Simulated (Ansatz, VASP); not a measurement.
**Ta in VASP and in Ansatz**

File INCAR:

```
ALGO = Normal ; EDIFF = 1E-6
ENCUT = 520 ; GGA = PS
ISIF = 2 ; ISMEAR = -1
LASPH = True ; LCHARG = False
LREAL = False ; LWAVE = False
NBANDS = 24 ; NELM = 100
PREC = Accurate ; SIGMA = 0.08
```

Contents of KPOINTS:

```
k-points
0
Gamma
  8 8 12
```

File POSCAR:

```
Ta
1.0
    0.0000000000      3.2812985076     -3.2812985076
   -3.2812985076      0.0000000000      3.2812985076
    1.6406492538      1.6406492538      1.6406492538
Ta
3
Direct
    0.0000000000      0.0000000000      0.0000000000
    0.3333333330      0.6666666670      0.3333333330
    0.6666666670      0.3333333330      0.6666666670
```

Input for Ansatz:

```yaml
crystal:
  lattice:
    - [0.0, 3.2812985076, -3.2812985076]
    - [-3.2812985076, 0.0, 3.2812985076]
    - [1.6406492538, 1.6406492538, 1.6406492538]
  atoms:
    - { symbol: Ta, position: [0.0, 0.0, 0.0] }
    - { symbol: Ta, position: [0.333333333, 0.666666667, 0.333333333] }
    - { symbol: Ta, position: [0.666666667, 0.333333333, 0.666666667] }
kpoints:
  mp_grid: { grid: [8, 8, 12] }
scf:
  occupations: { method: fermi_dirac, width: 0.08 }
hamiltonian:
  xc: pbesol
  pseudopotentials: { kind: paw }
output:
  forces: true
  stress: true
  eigenvalues: true
```

Alike in both runs: task single point; functional PBEsol; k mesh 8 × 8 × 12; occupations fermi-dirac, width 0.08 eV; no spin polarisation.

|  | VASP | Ansatz |
| --- | --- | --- |
| version | VASP 6.6.1 | Ansatz 0.2.0 |
| potentials or method | VASP PAW PBE potentials, release 64 (Ta_pv) | PAW with Ansatz's default frozen-core files, scalar-relativistic |
| plane-wave cutoff (eV) | 520 | 420 |
| valence electrons in the cell | 33 | 39 |

VASP gave:

| Quantity | Value |
| --- | --- |
| pressure (GPa) | 0.2 |

What did Ansatz give for the same quantities?

Pressure (GPa): 0.0.

The functional is the same, so the differences come from potentials, cutoffs and numerics. The two sets of potentials don't hold the same shells in valence.

Caveats: the PAW data sets were made with another functional, which shifts forces and pressure a little (VASP). The runs have no spin-orbit coupling, so splittings on Ta are missing.
